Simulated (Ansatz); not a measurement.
Crystal: V.

```xyz
1
Lattice="-1.5144 1.5144 1.5144 1.5144 -1.5144 1.5144 1.5144 1.5144 -1.5144" Properties=species:S:1:pos:R:3 pbc="T T T"
V     0.0000    0.0000    0.0000
```

Base run:

```yaml
Program: Ansatz 0.2.0
Functional: PBEsol
Potentials_or_basis: Ansatz PAW
Cutoff: "420 eV (not typed: the program's choice for these potentials)"
k_mesh: 10 × 10 × 10
Occupations: fermi-dirac, width 0.05 eV
Spin: collinear spin, ferromagnetic start
Starting_moments: "[0.5] μB"
Fixed_moment: 0.5 μB
```

Its results: pressure -11.3 GPa; site moments V +0.40 μB.

The run is repeated on the same cell with these changes: fixed moment from 0.5 μB to 1.5 μB; moments at the start from [0.5] to [1.5]. What comes out?

Pressure -0.6 GPa; site moments V +1.19 μB.

Caveats: the total moment is fixed, so each spin has its own Fermi level; the PAW data sets come from PBE, with cores solved anew for the run's functional, which leaves a small shift of forces and pressure; the thresholds are loose for stress.
